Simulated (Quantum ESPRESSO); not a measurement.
InSe:

```
In Se
1.0
     3.63204    0.00000    0.00000
     0.00000    3.63204    0.00000
     0.00000    0.00000    3.63204
In Se
1 1
Direct
  0.50000 0.50000 0.50000
  0.00000 0.00000 0.00000
```

The cell was built by a generator and needn't be a form met in nature.

```yaml
Program: Quantum ESPRESSO 7.5
Task: Wannier functions
Functional: PBE
Potentials_or_basis: GBRV 1.5 PBE
Cutoff: 612 eV
Density_cutoff: 4898 eV
k_mesh: 7 × 7 × 7
Occupations: fermi-dirac, width 0.05 eV
Spin: no spin polarisation
Mixing_beta: 0.5
Most_SCF_iterations: 120
SCF_threshold: 4e-10 Ry
k_mesh_for_the_Wannier_functions: 4 × 4 × 4
Projections: In spd, Se sp
```

Start: atomic projections with disentanglement, frozen window up to 1.0 eV over the reference level. The reference level is the Fermi level, or the middle of the gap.

Problem. With atomic projections with disentanglement, how many functions result, how localised are they, and how well do they interpolate the bands?

Solution. 13 functions with spreads from 0.46 to 1.34 Å², 14.2 Å² in all; they miss the direct bands by 24 meV (root mean square).

Wannier functions:
```
function  nearest atom  distance (Å)  spread (Å²)  on-site energy from the reference level (eV)
       1          1 In          0.63         1.33                                         -3.50
       2          1 In          0.64         1.34                                         -3.50
       3          1 In          0.63         1.32                                         -3.50
       4          1 In          0.64         1.34                                         -3.50
       5          1 In          0.64         1.34                                         -3.49
       6          1 In          0.00         0.46                                        -14.19
       7          1 In          0.00         0.46                                        -14.19
       8          1 In          0.64         1.34                                         -3.49
       9          1 In          0.00         0.46                                        -14.19
      10          2 Se          0.51         1.19                                         -3.64
      11          2 Se          0.51         1.20                                         -3.44
      12          2 Se          0.51         1.20                                         -3.45
      13          2 Se          0.51         1.20                                         -3.43
```

Parts of the spread (Å²): invariant 11.17, diagonal 0.003, off-diagonal 3.00, total 14.18. Against the direct bands the interpolation misses by 24 meV (root mean square) and 226 meV at most, for states up to 1 eV over the reference level.

Caveat: spin-orbit coupling is left out, which moves the levels of the heavy elements; the Wannier minimisation didn't converge.
